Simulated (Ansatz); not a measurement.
# SnO: the cost of one run

Program: Ansatz 0.2.0. Level of theory: DFT PBE+D3(BJ), scalar-relativistic, plane waves, PAW. These are calculated values, not measurements.

5 further runs of the same task are left out: 2 that didn't finish, 3 set aside as unsound or not needed.

### Step 1. Starting point

It takes space group P4/nmm (No. 129, tetragonal). Conventional cell: a = 3.821 Å, b = 3.821 Å, c = 30.635 Å, α = 90.00°, β = 90.00°, γ = 90.00°. Sn (site symmetry 4mm) has 4 O at 2.25 Å as nearest neighbours. O (site symmetry -4m2) is surrounded by 4 Sn at 2.25 Å.

Structure file:

```
Sn O
1.0
     3.82056   -0.00001    0.00000
     0.00001    3.82056    0.00000
     0.00000    0.00000   30.63492
Sn O
2 2
Direct
  0.75000 0.25000 0.46142
  0.25000 0.75000 0.53858
  0.25000 0.25000 0.50000
  0.75000 0.75000 0.50000
```

The sheet was relaxed beforehand at this level: -13183.8113 eV a cell, gap on the mesh 3.11 eV, ionisation potential 5.40 eV, electron affinity 2.29 eV.

### Step 2. +2 % Strain along x, y held

Input file input.yaml:

```yaml
crystal:
  lattice:
    - [3.8969704075, -1.44282e-05, 0.0]
    - [1.47934e-05, 3.820559223, 0.0]
    - [0.0, 0.0, 30.6349243709]
  atoms:
    - { symbol: Sn, position: [0.7499972411, 0.2500027589, 0.4614157248] }
    - { symbol: O, position: [0.2499972411, 0.2500027589, 0.5] }
    - { symbol: O, position: [0.7499972411, 0.7500027589, 0.5] }
    - { symbol: Sn, position: [0.2499972411, 0.7500027589, 0.5385842752] }
  periodic: [true, true, false]
basis:
  ecutwfc: 420
kpoints:
  mp_grid: { grid: [6, 6, 1] }
  band_path:
    path:
      - [0, 0, 0]
      - [0.5, 0, 0]
      - [0.5, 0.5, 0]
      - [0, 0.5, 0]
      - [0, 0, 0]
      - [0.5, 0.5, 0]
    npoints: 8
hamiltonian:
  xc: pbe
  dispersion: d3bj
scf:
  occupations: { method: gaussian, width: 0.02 }
output:
  forces: true
  stress: true
  eigenvalues: true
  write_density: true
  write_potential: true
  elf: true
  volumetric_format: npy
relax:
  adjacent_minimum: "off"
  f_tol: 0.01
  max_steps: 40
```

Run with:

```sh
ansatz run input.yaml --threads 2 --pin off --max-ram 5120MiB --backend cpu --events-out ev --progress --plain --runs-dir out
```

**Question.** How long does this run take on 2 threads of Intel Xeon 6975P-C (Granite Rapids), shared host, and how much memory does it need?

About 18 s, with a peak of 0.72 GiB.
